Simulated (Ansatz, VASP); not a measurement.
One calculation of Nb, two programs

```
CELL_PARAMETERS angstrom
-1.66806 1.66806 1.66806
1.66806 -1.66806 1.66806
1.66806 1.66806 -1.66806
ATOMIC_POSITIONS crystal
Nb 0.00000 0.00000 0.00000
```

Alike in both runs: task single point; functional PBE; k mesh 11 × 11 × 11; occupations gaussian, width 0.05 eV; no spin polarisation.

|  | VASP | Ansatz |
| --- | --- | --- |
| version | VASP 6.6.1 | Ansatz 0.2.0 |
| potentials or method | VASP PAW PBE potentials, release 64 (Nb_sv) | PAW, plane waves, scalar-relativistic |
| plane-wave cutoff (eV) | 520 | 420 |
| valence electrons in the cell | 13 | 13 |

```tsv
	VASP	Ansatz	Ansatz less VASP
pressure (GPa)	-3.4	-3.0	+0.33
```
